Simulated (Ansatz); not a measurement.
CdS: stiffness from a series of strains

```
CELL_PARAMETERS angstrom
4.13480 0.00000 0.00000
-2.06740 3.58084 0.00000
0.00000 0.00000 6.74900
ATOMIC_POSITIONS crystal
Cd 0.33333 0.66667 0.00000
Cd 0.66667 0.33333 0.50000
S 0.33333 0.66667 0.38500
S 0.66667 0.33333 0.88500
```

Atom numbers follow the list: Cd1, Cd2, S3, S4.

The cell is COD entry 9008862, as deposited and not checked against the literature; nothing was relaxed. It differs from other determinations.

These are results of DFT, PBEsol, all-electron LAPW, scalar-relativistic (Ansatz 0.2.0), not measurements.

The runs use a Γ-centred 7×7×4 k mesh, Fermi–Dirac smearing of 0.01 eV, basis error target 1 meV/atom, no spin polarisation.

The strain is applied along the Cartesian axes of the cell as listed (the other components stay zero). Fractional coordinates are held (clamped ions).

σ is the change of stress from the unstrained cell, which is at -0.53 GPa; tension is positive, so slopes are stress–strain coefficients at that pressure.

Only quantities that a quadratic follows smoothly over the whole series are listed; rougher ones are left out.

| εxx = εyy | σzz (GPa) | σxx (GPa) |
| --- | --- | --- |
| -0.0300 | -1.62 | -5.93 |
| -0.0200 | -1.03 | -3.71 |
| -0.0100 | -0.49 | -1.74 |
| 0.0000 | 0.00 | 0.00 |
| 0.0200 | 0.85 | 2.90 |
| 0.0300 | 1.23 | 4.09 |

**Question.** Fit the series and read off the stiffness at zero strain.

**Answer.** Least-squares fits y = p0 + p1 x + p2 x² to the rows give σzz (GPa): p1 = 47.3, p2 = -220; σxx (GPa): p1 = 166, p2 = -1000. So C13 + C23 = 47 GPa and C11 + C12 = 166 GPa, for these axes.

**Question.** One run, at εxx = εyy = 0.0100, is withheld. Predict its row.

**Answer.** The fits give 0.45, 1.57; the run gave 0.45, 1.54.
